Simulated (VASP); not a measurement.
# Te2Pt in VASP: a series of runs

One slab, Te2Pt, is run at these levels: PBE+D3(BJ); tasks: single point, relaxation of the atoms.

Everything below comes from runs of VASP 6.6.1. Logs are shortened: lines on timing, memory, paths and dates and some standing lists are left out, and cuts for length are marked.

**1. Starting point**

The cell holds a slab with vacuum, 6 atoms: a = 4.048 Å, b = 4.048 Å, c = 22.821 Å, α = 90.00°, β = 90.00°, γ = 120.00°.

**2. Single point, PBE+D3(BJ)**

INCAR

```
ALGO = Normal ; DIPOL = 0.5 0.5 0.500
EDIFF = 1E-6 ; ENCUT = 520
GGA = PE ; ICORELEVEL = 1
IDIPOL = 3 ; ISIF = 2
ISMEAR = 1 ; IVDW = 12
KPAR = 2 ; LASPH = True
LCHARG = False ; LDIPOL = True
LREAL = False ; LVACPOTAV = True
LVHAR = True ; LWAVE = False
NBANDS = 31 ; NELM = 80
PREC = Accurate ; SIGMA = 0.1
```

KPOINTS

```
k-points
0
Gamma
  12 12 1
```

POSCAR

```
Te2Pt
1.0
    4.0477877900      0.0000000000      0.0000000000
   -2.0238941000      3.5054871800      0.0000000000
    0.0000000000      0.0000000000     22.8213621200
Te Pt
4 2
Direct
    0.6666670000      0.3333340000      0.3286394500
    0.3333330000      0.6666660000      0.4478585500
    0.6666670000      0.3333340000      0.5521414500
    0.3333330000      0.6666660000      0.6713605500
    0.0000000000      0.0000000000      0.3882490000
    0.0000000000      0.0000000000      0.6117510000
```

Potentials or basis: VASP PAW PBE potentials, release 64 (Te, Pt).

Command:

```console
cat potpaw_PBE.64/Te/POTCAR potpaw_PBE.64/Pt/POTCAR > POTCAR
mpirun -np 2 vasp_std > vasp.out
```

OUTCAR:

```text
EDIFF = 1E-6
   ENCUT = 520
   GGA = PE
   ISIF = 2
   ISMEAR = 1
   IVDW = 12
   LASPH = True
   LREAL = False
   NELM = 80
   PREC = Accurate
 IVDW          = 12

 ion  position               nearest neighbor table
   1  0.667  0.333  0.329-   5 2.70   5 2.70   5 2.70   2 3.59   2 3.59   2 3.59
   2  0.333  0.667  0.448-   5 2.70   5 2.70   5 2.70   3 3.34   3 3.34   3 3.34   1 3.59   1 3.59
                             1 3.59
   3  0.667  0.333  0.552-   6 2.70   6 2.70   6 2.70   2 3.34   2 3.34   2 3.34   4 3.59   4 3.59
                             4 3.59
   4  0.333  0.667  0.671-   6 2.70   6 2.70   6 2.70   3 3.59   3 3.59   3 3.59
   5  0.000  0.000  0.388-   2 2.70   1 2.70   2 2.70   1 2.70   2 2.70   1 2.70
   6  0.000  0.000  0.612-   3 2.70   4 2.70   3 2.70   4 2.70   3 2.70   4 2.70

  LATTYP: Found a hexagonal cell.
 ALAT       =     4.0477877900
 C/A-ratio  =     5.6379838331

  Lattice vectors:

 A1 = (   4.0477877900,   0.0000000000,   0.0000000000)
 A2 = (  -2.0238941000,   3.5054871800,   0.0000000000)
 A3 = (   0.0000000000,   0.0000000000,  22.8213621200)

Analysis of symmetry for initial positions (statically):
=====================================================================
 Subroutine PRICEL returns:
 Original cell was already a primitive cell.

 Routine SETGRP: Setting up the symmetry group for a
 hexagonal supercell.

 Subroutine GETGRP returns: Found 12 space group operations
 (whereof 12 operations were pure point group operations)
 out of a pool of 24 trial point group operations.

The static configuration has the point symmetry D_3d.

Analysis of symmetry for dynamics (positions and initial velocities):
=====================================================================
 Subroutine PRICEL returns:
 Original cell was already a primitive cell.

 Routine SETGRP: Setting up the symmetry group for a
 hexagonal supercell.

 Subroutine GETGRP returns: Found 12 space group operations
 (whereof 12 operations were pure point group operations)
 out of a pool of 24 trial point group operations.

The dynamic configuration has the point symmetry D_3d.

 Subroutine INISYM returns: Found 12 space group operations
 (whereof 12 operations are pure point group operations),
 and found     1 'primitive' translations

----------------------------------------------------------------------------------------

                                     Primitive cell

  volume of cell :     323.8230

  direct lattice vectors                    reciprocal lattice vectors
     4.047787790  0.000000000  0.000000000     0.247048524  0.142633541  0.000000000
    -2.023894100  3.505487180  0.000000000     0.000000000  0.285267054  0.000000000
     0.000000000  0.000000000 22.821362120     0.000000000  0.000000000  0.043818594

  length of vectors
     4.047787790  4.047788001 22.821362120     0.285267069  0.285267054  0.043818594

  position of ions in fractional coordinates (direct lattice)
     0.666667000  0.333334000  0.328639450
     0.333333000  0.666666000  0.447858550
     0.666667000  0.333334000  0.552141450
     0.333333000  0.666666000  0.671360550
     0.000000000  0.000000000  0.388249000
     0.000000000  0.000000000  0.611751000

  ion indices of the primitive-cell ions
   primitive index   ion index
                 1           1
                 2           2
                 3           3
                 4           4
                 5           5
                 6           6

----------------------------------------------------------------------------------------

 KPOINTS: k-points

Automatic generation of k-mesh.
 Grid dimensions read from file:
 generate k-points for:   12   12    1

 Generating k-lattice:

  Cartesian coordinates                     Fractional coordinates (reciprocal lattice)
     0.020587377  0.011886128  0.000000000     0.083333333 -0.000000000  0.000000000
     0.000000000  0.023772254  0.000000000     0.000000000  0.083333333  0.000000000
     0.000000000  0.000000000  0.043818594     0.000000000  0.000000000  1.000000000

  Length of vectors
     0.023772256  0.023772254  0.043818594

  Shift w.r.t. Gamma in fractional coordinates (k-lattice)
     0.000000000  0.000000000  0.000000000

 Subroutine IBZKPT returns following result:
 ===========================================

 Found     19 irreducible k-points:

 Following reciprocal coordinates:
            Coordinates               Weight
  0.000000  0.000000  0.000000      1.000000
  0.083333  0.000000  0.000000      6.000000
  0.166667  0.000000  0.000000      6.000000
  0.250000  0.000000  0.000000      6.000000
  0.333333  0.000000  0.000000      6.000000
  0.416667  0.000000  0.000000      6.000000
[... 11 lines left out ...]
  0.333333  0.250000  0.000000     12.000000
  0.333333  0.333333  0.000000      2.000000
   k-points           NKPTS =     19   k-points in BZ     NKDIM =     19   number of bands    NBANDS=     31
   number of dos      NEDOS =    301   number of ions     NIONS =      6
   total plane-waves  NPLWV = 162000
   dimension x,y,z NGX =    30 NGY =   30 NGZ =  180
   dimension x,y,z NGXF=    60 NGYF=   60 NGZF=  360
   ions per type =               4   2
   NGX,Y,Z   is equivalent  to a cutoff of  12.32, 12.32, 13.11 a.u.
   NGXF,Y,Z  is equivalent  to a cutoff of  24.64, 24.64, 26.22 a.u.
 SYSTEM =  unknown system
   PREC   = accura    normal or accurate (medium, high low for compatibility)
   ISTART =      0    job   : 0-new  1-cont  2-samecut
   ICHARG =      2    charge: 1-file 2-atom 10-const
   ISPIN  =      1    spin polarized calculation?
   LNONCOLLINEAR =      F non collinear calculations
   LSORBIT =      F    spin-orbit coupling
   LASPH  =      T    aspherical Exc in radial PAW
   ENCUT  =  520.0 eV  38.22 Ry    6.18 a.u.   7.53  7.53 42.43*2*pi/ulx,y,z
   NELM   =     80;   NELMIN=  2; NELMDL= -5     # of ELM steps
   EDIFF  = 0.1E-05   stopping-criterion for ELM
   LREAL  =      F    real-space projection
   EDIFFG = 0.1E-04   stopping-criterion for IOM
   NSW    =      0    number of steps for IOM
   IBRION =     -1    ionic relax: 0-MD 1-quasi-New 2-CG
   NFREE  =      0    steps in history (QN), initial steepest desc. (CG)
   ISIF   =      2    stress and relaxation
   ISYM   =      2    0-nonsym 1-usesym 2-fastsym
   POTIM  = 0.5000    time-step for ionic-motion
   TEBEG  =    0.0;   TEEND  =   0.0 temperature during run
   PSTRESS=    0.0 pullay stress
   NELECT =      44.0000    total number of electrons
   NUPDOWN=      -1.0000    fix difference up-down
   EMIN   =  10.00;   EMAX   =-10.00  energy-range for DOS
   EFERMI =   0.00;   METHOD = LEGACY
   ISMEAR =     1;   SIGMA  =   0.10  broadening in eV -4-tet -1-fermi 0-gaus
   EFERMI_NEDOS =   21; number of points for ismear=-14 and -15
   IALGO  =     38    algorithm
   IMIX   =      4    mixing-type and parameters
     AMIX     =   0.40;   BMIX     =  1.00
     AMIX_MAG =   1.60;   BMIX_MAG =  1.00
  volume/ion in A,a.u.               =      53.97       364.21
  Fermi-wavevector in a.u.,A,eV,Ry     =   0.841634  1.590457  9.637652  0.708347
  Thomas-Fermi vector in A             =   1.956210
   LORBIT       =      0    0 simple, 1 ext, 2 COOP (PROOUT), +10 PAW based schemes
   GGA     = PE    functional components
   LHFCALC =     F    Hartree Fock is set to
   AEXX    =    0.0000 exact exchange contribution
   IVDW    =    12    specifies the selected vdW correction
   LEPSILON=     F    determine dielectric tensor
   LRPA    =     F    only Hartree local field effects (RPA)
 non-spin polarized calculation
 Methfessel and Paxton  Order N= 1 SIGMA  =   0.10
  energy-cutoff  :      520.00
  volume of cell :      323.82
 maximum number of plane-waves:      8787
   NGX = 15   NGY = 15   NGZ = 85

 number of electron      43.9999994 magnetization

 dipolmoment           0.000000      0.000000     -0.000000 electrons x Angstroem

 Free energy of the ion-electron system (eV)
  ---------------------------------------------------
  ext. energy  EPLUGINS =         0.00000000
  ---------------------------------------------------
  free energy    TOTEN  =       -26.96842946 eV

  energy without entropy =      -26.96652347  energy(sigma->0) =      -26.96779413

 the core state eigenenergies are
   1-  1s -31615.2223  2s  -4842.7614  2p  -4346.1621  3s   -958.9495  3p   -797.6078
       3d   -553.8593  4s   -158.4099  4p   -108.4439  4d    -35.7498
   2-  1s -31615.4589  2s  -4842.9939  2p  -4346.3946  3s   -959.1930  3p   -797.8512
       3d   -554.1010  4s   -158.6740  4p   -108.7106  4d    -36.0233
   3-  1s -31615.4589  2s  -4842.9939  2p  -4346.3946  3s   -959.1930  3p   -797.8512
       3d   -554.1010  4s   -158.6740  4p   -108.7106  4d    -36.0233
   4-  1s -31615.2223  2s  -4842.7614  2p  -4346.1621  3s   -958.9495  3p   -797.6078
       3d   -553.8593  4s   -158.4099  4p   -108.4439  4d    -35.7498
   5-  1s -78397.5629  2s -13767.2241  2p -11927.4934  3s  -3231.0860  3p  -2695.5866
       3d  -2115.9591  4s   -691.3959  4p   -515.8406  4d   -302.9158  4f    -66.3270
       5s    -97.8067  5p    -51.9125
   6-  1s -78397.5629  2s -13767.2241  2p -11927.4934  3s  -3231.0860  3p  -2695.5866
       3d  -2115.9591  4s   -691.3959  4p   -515.8406  4d   -302.9158  4f    -66.3270
       5s    -97.8067  5p    -51.9125

 E-fermi :   1.6631     XC(G=0):  -5.4202

 val. band max:        1.5996514196   @ k =   0.2500   0.0000   0.0000
 cond. band min:       1.6698455103   @ k =   0.0833   0.0833   0.0000
 fundamental gap:      0.0701940908
 Fermi energy:         1.6630576665

 k-point     1 :       0.0000    0.0000    0.0000
  band No.  band energies     occupation
      1     -12.2966      2.00000
      2     -11.6375      2.00000
      3     -10.2879      2.00000
      4      -9.3247      2.00000
      5      -4.5763      2.00000
      6      -4.0828      2.00000
[... 23 lines left out ...]
     30       5.5795      0.00000
     31       5.9279      0.00000
[... 581 lines left out ...]
      1     -10.2463      2.00000
      2     -10.2463      2.00000
      3      -9.8948      2.00000
      4      -9.8948      2.00000
      5      -4.9447      2.00000
      6      -4.4097      2.00000
[... 23 lines left out ...]
     30       7.7840      0.00000
     31       8.0586      0.00000

------------------------ aborting loop because EDIFF is reached ----------------------------------------

 Edisp (eV)   -2.66887

 E8    (eV) :    -1.2657

  FORCE on cell =-STRESS in cart. coord.  units (eV):
  Direction    XX          YY          ZZ          XY          YZ          ZX
  --------------------------------------------------------------------------------------
  -------------------------------------------------------------------------------------
  Total      -1.21404    -1.21404     0.18261     0.00000     0.00000     0.00000
  in kB      -6.00668    -6.00669     0.90351     0.00000     0.00000     0.00000
  external pressure =       -3.70 kB  Pullay stress =        0.00 kB

 VOLUME and BASIS-vectors are now :
 -----------------------------------------------------------------------------
  energy-cutoff  :      520.00
  volume of cell :      323.82
      direct lattice vectors                 reciprocal lattice vectors
     4.047787790  0.000000000  0.000000000     0.247048524  0.142633541  0.000000000
    -2.023894100  3.505487180  0.000000000     0.000000000  0.285267054  0.000000000
     0.000000000  0.000000000 22.821362120     0.000000000  0.000000000  0.043818594

 POSITION                                       TOTAL-FORCE (eV/Angst)
 -----------------------------------------------------------------------------------
      2.02389      1.16850      7.50000         0.000000     -0.000000     -0.168647
     -0.00000      2.33699     10.22074        -0.000000      0.000000     -0.146841
      2.02389      1.16850     12.60062         0.000000      0.000000      0.146841
     -0.00000      2.33699     15.32136         0.000000     -0.000000      0.168647
      0.00000      0.00000      8.86037        -0.000000     -0.000000      0.281412
      0.00000      0.00000     13.96099        -0.000000     -0.000000     -0.281412
 -----------------------------------------------------------------------------------
    total drift:                               -0.000000      0.000000      0.000000

  FREE ENERGIE OF THE ION-ELECTRON SYSTEM (eV)
  ---------------------------------------------------
  free  energy   TOTEN  =       -29.6373022488 eV

  energy  without entropy=      -29.6353962497  energy(sigma->0) =      -29.63666692

 vacuum level on the upper side and lower side of the slab         5.914         5.914
```

It took 90 s on 2 MPI ranks of Intel Xeon 6975P-C (Granite Rapids), shared host; peak memory 0.49 GiB.

What came out:

```yaml
Free_energy: -29.6373 eV
Largest_force: 0.281 eV/Å
Band_gap_on_the_k_mesh: none (metal or under the smearing width)
Dispersion_energy_per_atom: -0.445 eV
Work_function_of_the_upper_face: 4.25 eV
Work_function_of_the_lower_face: 4.25 eV
```

Forces on the atoms (eV/Å):
```
Te   0.000  0.000 -0.169
Te   0.000  0.000 -0.147
Te   0.000  0.000  0.147
Te   0.000  0.000  0.169
Pt   0.000  0.000  0.281
Pt   0.000  0.000 -0.281
```

Core levels (eV, on the scale of the bands):
```
atom                                                                                                                                    levels
1 Te                                      1s -31615.2, 2s -4842.8, 2p -4346.2, 3s -958.9, 3p -797.6, 3d -553.9, 4s -158.4, 4p -108.4, 4d -35.7
2 Te                                      1s -31615.5, 2s -4843.0, 2p -4346.4, 3s -959.2, 3p -797.9, 3d -554.1, 4s -158.7, 4p -108.7, 4d -36.0
3 Te                                      1s -31615.5, 2s -4843.0, 2p -4346.4, 3s -959.2, 3p -797.9, 3d -554.1, 4s -158.7, 4p -108.7, 4d -36.0
4 Te                                      1s -31615.2, 2s -4842.8, 2p -4346.2, 3s -958.9, 3p -797.6, 3d -553.9, 4s -158.4, 4p -108.4, 4d -35.7
5 Pt  1s -78397.6, 2s -13767.2, 2p -11927.5, 3s -3231.1, 3p -2695.6, 3d -2116.0, 4s -691.4, 4p -515.8, 4d -302.9, 4f -66.3, 5s -97.8, 5p -51.9
6 Pt  1s -78397.6, 2s -13767.2, 2p -11927.5, 3s -3231.1, 3p -2695.6, 3d -2116.0, 4s -691.4, 4p -515.8, 4d -302.9, 4f -66.3, 5s -97.8, 5p -51.9
```

Spin-orbit coupling is left out, which matters for the levels of Pt, Te.

**3. Relaxation of the atoms, PBE+D3(BJ)**

INCAR

```
ALGO = Normal ; DIPOL = 0.5 0.5 0.500
EDIFF = 1E-6 ; EDIFFG = -0.02
ENCUT = 520 ; GGA = PE
IBRION = 2 ; IDIPOL = 3
ISIF = 2 ; ISMEAR = 1
IVDW = 12 ; KPAR = 2
LASPH = True ; LCHARG = False
LDIPOL = True ; LREAL = False
LWAVE = False ; NELM = 80
NSW = 80 ; PREC = Accurate
SIGMA = 0.1
```

KPOINTS is that of step 2.

POSCAR is that of step 2.

Potentials or basis: VASP PAW PBE potentials, release 64 (Te, Pt).

Command:

```console
cat potpaw_PBE.64/Te/POTCAR potpaw_PBE.64/Pt/POTCAR > POTCAR
mpirun -np 2 vasp_std > vasp.out
```

Wall time 1.8 min (2 MPI ranks of Intel Xeon 6975P-C (Granite Rapids), shared host); peak memory 0.51 GiB.

It converged, with:

| Quantity | Value |
| --- | --- |
| Free energy | -29.6446 eV |
| Energy gained by relaxing | 1.2 meV/atom |
| Ionic steps | 3 |
| Largest force after relaxing | 0.018 eV/Å |
| Band gap on the k mesh | none (metal or under the smearing width) |
| Dispersion energy per atom | -0.445 eV |

Forces in eV/Å, atoms in the order of the input:
```
Te   0.000  0.000 -0.018
Te   0.000  0.000  0.002
Te   0.000  0.000 -0.002
Te   0.000  0.000  0.018
Pt   0.000  0.000 -0.008
Pt   0.000  0.000  0.008
```

Step by step:
```csv
step,energy change (eV),largest force (eV/Å),pressure (GPa)
1,0.0000,0.2814,-0.37
2,-0.0071,0.0388,-0.42
3,-0.0073,0.0179,-0.43
```

Final structure:
```yaml
crystal:
  lattice:
    - [4.04779, 0.00000, 0.00000]
    - [-2.02389, 3.50549, 0.00000]
    - [0.00000, 0.00000, 22.82136]
  atoms:
    - { symbol: Te, position: [0.66667, 0.33333, 0.32822] }
    - { symbol: Te, position: [0.33333, 0.66667, 0.44750] }
    - { symbol: Te, position: [0.66667, 0.33333, 0.55250] }
    - { symbol: Te, position: [0.33333, 0.66667, 0.67178] }
    - { symbol: Pt, position: [0.00000, 0.00000, 0.38894] }
    - { symbol: Pt, position: [0.00000, 0.00000, 0.61106] }
```

Levels at points of the mesh, in eV from the Fermi level:
| k point | band 19 | band 20 | band 21 | band 22 | band 23 | band 24 | band 25 | band 26 |
| --- | --- | --- | --- | --- | --- | --- | --- | --- |
| (0.00, 0.00, 0.00) | -1.10 | -0.63 | -0.63 | 0.29 | 1.23 | 1.23 | 1.90 | 1.90 |
| (0.50, 0.00, 0.00) | -3.09 | -2.68 | -2.57 | -1.42 | 0.56 | 0.81 | 1.37 | 1.97 |

The run has no spin-orbit coupling, so splittings on Pt, Te are missing.

(Continued in part 2 of 2.)
